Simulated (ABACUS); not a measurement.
# GaSb (F-43m) in ABACUS: further runs

One crystal, GaSb, is run at these levels: r2SCAN; tasks: band structure, equation of state.

Everything below comes from runs of ABACUS 3.10.1. Logs are shortened: lines on timing, memory, paths and dates and some standing lists are left out, and cuts for length are marked.

**1. The crystal as given**

The structure is cubic, space group F-43m (No. 216). Conventional cell: a = 6.118 Å, b = 6.118 Å, c = 6.118 Å, α = 90.00°, β = 90.00°, γ = 90.00°. Sb (site symmetry -43m) has 4 Ga at 2.65 Å as nearest neighbours. Around Ga (site symmetry -43m) lie 4 Sb at 2.65 Å.

**2. Band structure, r2SCAN**

INPUT reads:

```
INPUT_PARAMETERS
suffix              GaSb
calculation         nscf
basis_type          pw
pseudo_dir          ./
symmetry            -1
dft_functional      MGGA_X_R2SCAN+MGGA_C_R2SCAN
ecutwfc             94.0
pseudo_rcut         10
nspin               1
nbands              24
ks_solver           dav
smearing_method     fd
smearing_sigma      0.00367493
scf_thr             1e-08
scf_nmax            100
mixing_type         broyden
mixing_beta         0.7
mixing_tau          1
init_chg            file
pw_diag_thr         1e-07
out_band            1
kpar                4
```

STRU reads:

```
ATOMIC_SPECIES
Sb 121.7600 Sb_ONCV_PBE-1.2.upf
Ga 69.7230 Ga_ONCV_PBE-1.2.upf

LATTICE_CONSTANT
1.8897261246

LATTICE_VECTORS
0.0000000000 3.0590000000 3.0590000000
3.0590000000 0.0000000000 3.0590000000
3.0590000000 3.0590000000 0.0000000000

ATOMIC_POSITIONS
Cartesian

Sb
0.0
1
4.5885000000 4.5885000000 4.5885000000 1 1 1

Ga
0.0
1
0.0000000000 0.0000000000 0.0000000000 1 1 1
```

KPT reads:

```
K_POINTS
12
Line
0.00000000 0.00000000 0.00000000 10 // G
0.50000000 0.00000000 0.50000000 10 // X
0.50000000 0.25000000 0.75000000 10 // W
0.37500000 0.37500000 0.75000000 10 // K
0.00000000 0.00000000 0.00000000 10 // G
0.50000000 0.50000000 0.50000000 10 // L
0.62500000 0.25000000 0.62500000 10 // U
0.50000000 0.25000000 0.75000000 10 // W
0.50000000 0.50000000 0.50000000 10 // L
0.37500000 0.37500000 0.75000000 1 // K
0.62500000 0.25000000 0.62500000 10 // U
0.50000000 0.00000000 0.50000000 1 // X
```

Potentials or basis: SG15 ONCV 1.2 PBE, plane waves.

Command:

```bash
$ OMP_NUM_THREADS=1 mpirun -np 4 abacus > log
```

running log:

```text
ABACUS v3.10.1

               Atomic-orbital Based Ab-initio Computation at UStc

 ------------------------------------------------------------------------------------

 READING GENERAL INFORMATION
                           global_out_dir = OUT.GaSb/
                           global_in_card = INPUT
                               pseudo_dir = ./
                              orbital_dir =
                                    DSIZE = 4
                                    GSIZE = 1

 READING UNITCELL INFORMATION
                                    ntype = 2
                  lattice constant (Bohr) = 1.88973
              lattice constant (Angstrom) = 1

 READING ATOM TYPE 1
                               atom label = Sb
                      L=0, number of zeta = 1
                      L=1, number of zeta = 1
                      L=2, number of zeta = 1
             number of atom for this type = 1

 READING ATOM TYPE 2
                               atom label = Ga
                      L=0, number of zeta = 1
                      L=1, number of zeta = 1
                      L=2, number of zeta = 1
             number of atom for this type = 1

                        TOTAL ATOM NUMBER = 2
CARTESIAN COORDINATES ( UNIT =       1.889726124600 Bohr ).
    atom                   x                   y                   z     mag                  vx                  vy                  vz
tauc_Sb1            4.5885000000        4.5885000000        4.5885000000  0.0000        0.0000000000        0.0000000000        0.0000000000
tauc_Ga1            0.0000000000        0.0000000000        0.0000000000  0.0000        0.0000000000        0.0000000000        0.0000000000

                          Volume (Bohr^3) = 386.336
                             Volume (A^3) = 57.249

 Lattice vectors: (Cartesian coordinate: in unit of a_0)
                   +0              +3.059              +3.059
               +3.059                  +0              +3.059
               +3.059              +3.059                  +0
 Reciprocal vectors: (Cartesian coordinate: in unit of 2 pi/a_0)
            -0.163452           +0.163452           +0.163452
            +0.163452           -0.163452           +0.163452
            +0.163452           +0.163452           -0.163452
 The esolver type has been set to : ksdft_pw

                PAO radial cut off (Bohr) = 10

 Read in pseudopotential file is Sb_ONCV_PBE-1.2.upf
                     pseudopotential type = NC
          exchange-correlation functional = PBE
                 nonlocal core correction = 0
                        valence electrons = 15
                                     lmax = 2
                           number of zeta = 0
                     number of projectors = 6
                           L of projector = 0
                           L of projector = 0
                           L of projector = 1
                           L of projector = 1
                           L of projector = 2
                           L of projector = 2
 XC functional updated to : MGGA_X_R2SCAN+MGGA_C_R2SCAN
          exchange-correlation functional = MGGA_X_R2SCAN+MGGA_C_R2SCAN
                PAO radial cut off (Bohr) = 10

 Read in pseudopotential file is Ga_ONCV_PBE-1.2.upf
                     pseudopotential type = NC
          exchange-correlation functional = PBE
                 nonlocal core correction = 0
                        valence electrons = 13
                                     lmax = 2
                           number of zeta = 0
                     number of projectors = 6
                           L of projector = 0
                           L of projector = 0
                           L of projector = 1
                           L of projector = 1
                           L of projector = 2
                           L of projector = 2
 XC functional updated to : MGGA_X_R2SCAN+MGGA_C_R2SCAN
          exchange-correlation functional = MGGA_X_R2SCAN+MGGA_C_R2SCAN
     initial pseudo atomic orbital number = 0

 SETUP THE ELECTRONS NUMBER
            electron number of element Sb = 15
      total electron number of element Sb = 15
            electron number of element Ga = 13
      total electron number of element Ga = 13
            AUTOSET number of electrons:  = 28
                           occupied bands = 14
                                   NBANDS = 24
                                   NLOCAL = 18

%%%%%%%%%%%%%%%%%%%%%%%%%%%%%%%%%%%%%%%%%%%%%%%%%%%%%%%%%%%%%%%%%%%%%%%%%%%%%%%%%%%%%%%%%%%%%%%%%%%%%%%%%%
 Warning: the number of valence electrons in pseudopotential > 5 for Sb: [Kr] 4d10 5s2 5p3
 Warning: the number of valence electrons in pseudopotential > 3 for Ga: [Ar] 3d10 4s2 4p1
 Pseudopotentials with additional electrons can yield (more) accurate outcomes, but may be less efficient.
[... 64 lines left out ...]
 --------------- sum -------------------
        1            499           7119

 SETUP NONLOCAL PSEUDOPOTENTIALS IN PLANE WAVE BASIS
 Sb non-local projectors:
 projector 1 L=0
 projector 2 L=0
 projector 3 L=1
 projector 4 L=1
 projector 5 L=2
 projector 6 L=2
 Ga non-local projectors:
 projector 1 L=0
 projector 2 L=0
 projector 3 L=1
 projector 4 L=1
 projector 5 L=2
 projector 6 L=2
      TOTAL NUMBER OF NONLOCAL PROJECTORS = 36

 Init Non-Local PseudoPotential table :
 Init Non-Local-Pseudopotential done.

                                     npwx = 5982

 -------------------------------------------
 NONSELF-CONSISTENT
 -------------------------------------------
                                 init_chg = file
 try to read charge from file
 Read in the charge density: OUT.GaSb//GaSb-CHARGE-DENSITY.restart
 try to read kinetic energy density from file
 Read in the kinetic energy density: OUT.GaSb//GaSb-TAU-DENSITY.restart

 PW ALGORITHM --------------- ION=   1  ELEC=   1--------------------------------

 k(1/102) Iter steps (avg)=12 threshold=1e-07
 k(2/102) Iter steps (avg)=12 threshold=1e-07
 k(3/102) Iter steps (avg)=12 threshold=1e-07

 k(4/102) Iter steps (avg)=13 threshold=1e-07
 k(5/102) Iter steps (avg)=13 threshold=1e-07

 k(6/102) Iter steps (avg)=13 threshold=1e-07
 k(7/102) Iter steps (avg)=14 threshold=1e-07
 k(8/102) Iter steps (avg)=18 threshold=1e-07
 k(9/102) Iter steps (avg)=19 threshold=1e-07
 k(10/102) Iter steps (avg)=16 threshold=1e-07
 k(11/102) Iter steps (avg)=14 threshold=1e-07
 k(12/102) Iter steps (avg)=14 threshold=1e-07
 k(13/102) Iter steps (avg)=15 threshold=1e-07
 k(14/102) Iter steps (avg)=16 threshold=1e-07
 k(15/102) Iter steps (avg)=17 threshold=1e-07
 k(16/102) Iter steps (avg)=18 threshold=1e-07
 k(17/102) Iter steps (avg)=21 threshold=1e-07
 k(18/102) Iter steps (avg)=20 threshold=1e-07
 k(19/102) Iter steps (avg)=20 threshold=1e-07
 k(20/102) Iter steps (avg)=18 threshold=1e-07
 k(21/102) Iter steps (avg)=18 threshold=1e-07
 k(22/102) Iter steps (avg)=19 threshold=1e-07
 k(23/102) Iter steps (avg)=18 threshold=1e-07
 k(24/102) Iter steps (avg)=17 threshold=1e-07
 k(25/102) Iter steps (avg)=16 threshold=1e-07
 k(26/102) Iter steps (avg)=15 threshold=1e-07
[... levels at 26 k points of this process ...]

 Density error is 0.00000000000
                          Error Threshold = 1.00000000000e-07
----------------------------------------------------------
     Energy           Rydberg                 eV
----------------------------------------------------------
 E_KohnSham     -270.5290218238      -3680.7361711699
 E_KS(sigma->0) -270.5288247090      -3680.7334892862
 E_Harris       -270.5290218238      -3680.7361711699
 E_band         -16.2493064819       -221.0831567019
 E_one_elec     -138.4068991539      -1883.1224710050
 E_Hartree      83.2790236225        1133.0692451420
 E_xc           -32.1010762952       -436.7575495477
 E_Ewald        -183.2996757676      -2493.9200319917
 E_entropy(-TS) -0.0003942295        -0.0053637674
 E_descf        0.0000000000         0.0000000000
 E_exx          0.0000000000         0.0000000000
 E_Fermi        0.6635475519         9.0280275993
----------------------------------------------------------

 charge density convergence is achieved
 final etot is -3680.7361712 eV
 EFERMI = 9.0280275993 eV

 STATE ENERGY(eV) AND OCCUPATIONS    NSPIN == 1
 1/26 kpoint (Cartesian) = 0.0000 0.0000 0.0000 (5961 pws)
       1       -19.3961      0.0196078
       2       -19.3961      0.0196078
       3       -19.3961      0.0196078
       4       -19.3582      0.0196078
       5       -19.3582      0.0196078
       6       -5.80123      0.0196078
[... 16 lines left out ...]
      23        19.4101        0.00000
      24        19.4101        0.00000

 2/26 kpoint (Cartesian) = 0.0000 0.016345 0.0000 (5957 pws)
       1       -19.3962      0.0196078
       2       -19.3959      0.0196078
       3       -19.3959      0.0196078
       4       -19.3583      0.0196078
       5       -19.3581      0.0196078
       6       -5.80328      0.0196078
[... 16 lines left out ...]
      23        19.4857        0.00000
      24        19.9582        0.00000

 3/26 kpoint (Cartesian) = 0.0000 0.032690 0.0000 (5950 pws)
       1       -19.3965      0.0196078
       2       -19.3953      0.0196078
       3       -19.3953      0.0196078
       4       -19.3584      0.0196078
       5       -19.3578      0.0196078
       6       -5.80900      0.0196078
[... 16 lines left out ...]
      23        19.7127        0.00000
      24        20.4902        0.00000

 4/26 kpoint (Cartesian) = 0.0000 0.049036 0.0000 (5970 pws)
       1       -19.3970      0.0196078
       2       -19.3944      0.0196078
       3       -19.3944      0.0196078
       4       -19.3587      0.0196078
       5       -19.3573      0.0196078
       6       -5.81749      0.0196078
[... 16 lines left out ...]
      23        20.0925        0.00000
      24        20.9248        0.00000

 5/26 kpoint (Cartesian) = 0.0000 0.065381 0.0000 (5958 pws)
       1       -19.3976      0.0196078
       2       -19.3933      0.0196078
       3       -19.3933      0.0196078
       4       -19.3590      0.0196078
       5       -19.3567      0.0196078
       6       -5.82745      0.0196078
[... 16 lines left out ...]
      23        20.6258        0.00000
      24        21.4016        0.00000

 6/26 kpoint (Cartesian) = 0.0000 0.081726 0.0000 (5982 pws)
       1       -19.3983      0.0196078
       2       -19.3920      0.0196078
       3       -19.3920      0.0196078
       4       -19.3594      0.0196078
       5       -19.3560      0.0196078
       6       -5.83779      0.0196078
[... 16 lines left out ...]
      23        21.3111        0.00000
      24        21.9791        0.00000

[... levels at 20 further k points ...]

 --------------------------------------------
 !FINAL_ETOT_IS -3680.736171169928 eV
 --------------------------------------------

 Output bands in file: OUT.GaSb/BANDS_1.dat
```

Run time: 1.7 min. Hardware: 4 MPI ranks of Intel Xeon Platinum 8488C (Sapphire Rapids), shared host; peak memory 0.72 GiB.

Levels at the corners of the path, in eV from the Fermi level:
```
point  band 11  band 12  band 13  band 14  band 15  band 16  band 17  band 18
    Γ   -12.07    -0.06    -0.05    -0.05    -0.05     3.10     3.10     3.10
    X    -9.56    -7.11    -2.70    -2.70     1.21     1.57     9.20     9.20
    W    -9.52    -6.98    -3.45    -3.22     3.93     4.74     4.76     5.31
    K    -9.63    -6.93    -3.71    -2.30     1.71     4.23     7.04     7.32
    Γ   -12.07    -0.06    -0.05    -0.05    -0.05     3.10     3.10     3.10
    L   -10.39    -6.64    -1.25    -1.25     0.52     4.18     4.18     7.07
    U    -9.63    -6.93    -3.71    -2.30     1.71     4.23     7.04     7.32
    W    -9.52    -6.98    -3.45    -3.22     3.93     4.74     4.76     5.31
    L   -10.39    -6.64    -1.25    -1.25     0.52     4.18     4.18     7.07
    K    -9.63    -6.93    -3.71    -2.30     1.71     4.23     7.04     7.32
    U    -9.63    -6.93    -3.71    -2.30     1.71     4.23     7.04     7.32
    X    -9.56    -7.11    -2.70    -2.70     1.21     1.57     9.20     9.20
```

Caveat: the density is read from an earlier self-consistent run, whose mesh may be coarse; the potentials were made for another functional, which shifts forces and pressure; spin-orbit coupling is left out, which moves the levels of the heavy elements.

**3. Equation of state, r2SCAN, 26.91 Å³/atom (volume scaled by 0.94)**

run_abacus.py reads:

```python
"""ABACUS run from a structure file: ASE reads it, the script writes STRU, KPT and INPUT."""
import re
import subprocess
from ase.io import read
from ase.units import Bohr

atoms = read("POSCAR")
atoms = atoms[(-atoms.numbers).argsort(kind="stable")]  # ABACUS lists atoms element by element
pseudo = {'Sb': 'Sb_ONCV_PBE-1.2.upf', 'Ga': 'Ga_ONCV_PBE-1.2.upf'}
orbital = {}
magmoms = None
kmesh = [5, 5, 5]
params = {
    'suffix': 'GaSb',
    'calculation': 'scf',
    'basis_type': 'pw',
    'pseudo_dir': './',
    'symmetry': 1,
    'dft_functional': 'MGGA_X_R2SCAN+MGGA_C_R2SCAN',
    'ecutwfc': 94,
    'pseudo_rcut': 10,
    'nspin': 1,
    'nbands': 18,
    'ks_solver': 'dav',
    'smearing_method': 'fd',
    'smearing_sigma': 0.00367493,
    'scf_thr': 1e-08,
    'scf_nmax': 100,
    'mixing_type': 'broyden',
    'mixing_beta': 0.7,
    'cal_force': 1,
    'cal_stress': 1,
    'mixing_tau': 1,
    'kpar': 4,
}

symbols = atoms.get_chemical_symbols()
elements = list(dict.fromkeys(symbols))
lines = ["ATOMIC_SPECIES"] + [f"{e} {atoms.get_masses()[symbols.index(e)]:.4f} {pseudo[e]}" for e in elements]
if orbital:
    lines += ["", "NUMERICAL_ORBITAL"] + [orbital[e] for e in elements]
lines += ["", "LATTICE_CONSTANT", f"{1 / Bohr:.10f}", "", "LATTICE_VECTORS"]
lines += [" ".join(f"{x:.10f}" for x in v) for v in atoms.cell]
lines += ["", "ATOMIC_POSITIONS", "Direct"]
for e in elements:
    lines += ["", e, "0.0", str(symbols.count(e))]
    for i, p in enumerate(atoms.get_scaled_positions(wrap=False)):
        if symbols[i] == e:
            mag = "" if magmoms is None else " mag " + " ".join(str(x) for x in (magmoms[i] if isinstance(magmoms[i], list) else [magmoms[i]]))
            lines.append(" ".join(f"{x:.10f}" for x in p) + " 1 1 1" + mag)
open("STRU", "w").write("\n".join(lines) + "\n")
open("KPT", "w").write("K_POINTS\n0\nGamma\n%d %d %d 0 0 0\n" % tuple(kmesh))
open("INPUT", "w").write("INPUT_PARAMETERS\n" + "".join(f"{k:<20s}{v}\n" for k, v in params.items()))

done = subprocess.run(['mpirun', '-np', '4', 'abacus'])
if done.returncode:
    raise SystemExit(done.returncode)
log = open("OUT.GaSb/running_scf.log").read()
print("final energy (eV):", re.findall(r"FINAL_ETOT_IS (\S+)", log))
```

POSCAR reads:

```
GaSb
1.0
    0.0000000000      2.9965539066      2.9965539066
    2.9965539066      0.0000000000      2.9965539066
    2.9965539066      2.9965539066      0.0000000000
Sb Ga
1 1
Direct
    0.7500000000      0.7500000000      0.7500000000
    0.0000000000      0.0000000000      0.0000000000
```

Potentials or basis: SG15 ONCV 1.2 PBE, plane waves.

Command:

```bash
$ OMP_NUM_THREADS=1 python run_abacus.py > log
```

Run time: 18 s. Hardware: 4 MPI ranks of Intel Xeon Platinum 8488C (Sapphire Rapids), shared host; peak memory 0.52 GiB.

It converged, with:

* Free energy: -3680.5222 eV
* Pressure: 1.8 GPa
* Band gap on the k mesh: 0.45 eV, direct

Caveat: the potentials were made for another functional, which shifts forces and pressure; spin-orbit coupling is left out, which moves the levels of the heavy elements; an odd mesh through Γ misses points on the zone boundary, where band edges often lie.

**4. Equation of state, r2SCAN, 28.05 Å³/atom (volume scaled by 0.98)**

run_abacus.py is that of step 3.

POSCAR reads:

```
GaSb
1.0
    0.0000000000      3.0384691801      3.0384691801
    3.0384691801      0.0000000000      3.0384691801
    3.0384691801      3.0384691801      0.0000000000
Sb Ga
1 1
Direct
    0.7500000000      0.7500000000      0.7500000000
    0.0000000000      0.0000000000      0.0000000000
```

Command:

```bash
$ OMP_NUM_THREADS=1 python run_abacus.py > log
```

Wall time 26 s (4 MPI ranks of Intel Xeon Platinum 8488C (Sapphire Rapids), shared host); peak memory 0.52 GiB.

Results (log left out):

* Free energy: -3680.5295 eV
* Pressure: -0.2 GPa
* Band gap on the k mesh: 0.14 eV, direct

Caveat: the potentials were made for another functional, which shifts forces and pressure; spin-orbit coupling is left out, which moves the levels of the heavy elements.

**5. Equation of state, r2SCAN, 29.20 Å³/atom (volume scaled by 1.02)**

run_abacus.py is that of step 4.

POSCAR reads:

```
GaSb
1.0
    0.0000000000      3.0792588685      3.0792588685
    3.0792588685      0.0000000000      3.0792588685
    3.0792588685      3.0792588685      0.0000000000
Sb Ga
1 1
Direct
    0.7500000000      0.7500000000      0.7500000000
    0.0000000000      0.0000000000      0.0000000000
```

Command:

```bash
$ OMP_NUM_THREADS=1 python run_abacus.py > log
```

Run time: 26 s. Hardware: 4 MPI ranks of Intel Xeon Platinum 8488C (Sapphire Rapids), shared host; peak memory 0.56 GiB.

Results (log left out):

```yaml
Free_energy: -3680.5165 eV
Pressure: -2.0 GPa
Band_gap_on_the_k_mesh: none (metal or under the smearing width)
```

Caveat: the potentials were made for another functional, which shifts forces and pressure.

**6. Equation of state, r2SCAN, 30.34 Å³/atom (volume scaled by 1.06)**

run_abacus.py is that of step 5.

POSCAR reads:

```
GaSb
1.0
    0.0000000000      3.1189956238      3.1189956238
    3.1189956238      0.0000000000      3.1189956238
    3.1189956238      3.1189956238      0.0000000000
Sb Ga
1 1
Direct
    0.7500000000      0.7500000000      0.7500000000
    0.0000000000      0.0000000000      0.0000000000
```

Potentials or basis: SG15 ONCV 1.2 PBE, plane waves.

Command:

```bash
$ OMP_NUM_THREADS=1 python run_abacus.py > log
```

Wall time 27 s (4 MPI ranks of Intel Xeon Platinum 8488C (Sapphire Rapids), shared host); peak memory 0.56 GiB.

The run converged. Its results:

| Quantity | Value |
| --- | --- |
| Free energy | -3680.4789 eV |
| Pressure | -3.6 GPa |
| Band gap on the k mesh | none (metal or under the smearing width) |

Caveat: the potentials were made for another functional, which shifts forces and pressure.

**7. Equation of state, r2SCAN**

No new run: the results of the series are fitted here.

What came out:

| Quantity | Value |
| --- | --- |
| Equilibrium volume | 27.94 Å³/atom (rough: see the caveat) |
| Bulk modulus | 34 GPa (rough) |

Energy against volume, from the lowest point:
```
volume (Å³/atom)  energy (meV/atom)
          26.907               3.64
          28.052               0.00
          29.197               6.50
          30.342              25.26
```

Caveat: the fit is doubtful: noisy points or a state that changes with volume; the potentials were made for another functional, which shifts forces and pressure. The run has no spin-orbit coupling, so splittings on Sb are missing.
